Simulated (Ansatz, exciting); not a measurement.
## NaCl: programs and potentials compared

```xyz
2
Lattice="0.0000 2.7941 2.7941 2.7941 0.0000 2.7941 2.7941 2.7941 0.0000" Properties=species:S:1:pos:R:3 pbc="T T T"
Cl    2.7941    2.7941    2.7941
Na    0.0000    0.0000    0.0000
```

The cell is a database's computed one, not the measured one.

Alike in all runs: task single point; functional PBE; k mesh 8 × 8 × 8; occupations gaussian, width 0.011 eV; no spin polarisation; no spin-orbit coupling. Pressure is positive in compression and, in plane waves, holds the error of the finite cutoff, which Ansatz's Pulay term estimates and takes out.

```tsv
program and potentials	plane-wave cutoff (eV)	notes	band gap (eV)	pressure (GPa)
Ansatz, Ansatz PAW	420	-	5.22	1.55
exciting, all-electron LAPW+lo, shipped species files, valence relativity iora*	-	-	5.24	-
Ansatz, all-electron LAPW, scalar-relativistic	-	-	5.22	1.56
```

The band gap spans 5.22 (Ansatz, Ansatz PAW) to 5.24 eV (exciting, all-electron LAPW+lo, shipped species files, valence relativity iora*), with all-electron results at 5.22 to 5.24. The pressure spans 1.55 (Ansatz, Ansatz PAW) to 1.56 GPa (Ansatz, all-electron LAPW, scalar-relativistic), with all-electron results at 1.56.

The functional is the same throughout but for its coding, so the spread measures potentials, basis and numerics; runs on potential files found faulty are left out.
